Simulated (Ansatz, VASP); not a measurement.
Two plane-wave programs on BN

```
B N
1.0
     2.56659    0.00000    0.00000
    -1.28330    2.22273    0.00000
     0.00000    0.00000    6.66120
B N
2 2
Direct
  0.33333 0.66667 0.25000
  0.66667 0.33333 0.75000
  0.33333 0.66667 0.75000
  0.66667 0.33333 0.25000
```

Change from the starting cell: strain +0.025 along x and y, +0.000 along z, atoms carried along.

Alike in both runs: task single point; functional PBEsol; k mesh 12 × 12 × 4; occupations gaussian, width 0.05 eV; no spin polarisation.

|  | VASP | Ansatz |
| --- | --- | --- |
| version | VASP 6.6.1 | Ansatz 0.2.0 |
| potentials or method | VASP PAW PBE potentials, release 64 (B, N) | scalar-relativistic, plane waves, PAW |
| plane-wave cutoff (eV) | 520 | 420 |
| valence electrons in the cell | 16 | 16 |

Ansatz gave:

```
gap on the k mesh at the Fermi level (eV)       : 4.05
least direct gap on the mesh (eV)               : 4.40
pressure (GPa)                                  : -15.6
largest component of the traceless stress (GPa) : 16.25
```

Question: Which values does VASP return?

Answer: gap on the k mesh at the Fermi level (eV): 4.04; least direct gap on the mesh (eV): 4.40; pressure (GPa): -15.3; largest component of the traceless stress (GPa): 15.87.

The functional is the same, so the differences come from potentials, cutoffs and numerics.

Caveats: so large a pressure means that the cell lies far from this level's equilibrium, or that cutoff or potentials fall short (VASP); the potentials were made for another functional, which shifts forces and pressure (VASP); this functional lacks dispersion, which binds the layers, so the pressure and a relaxed spacing across them are unreliable. A k mesh can miss the band edges.
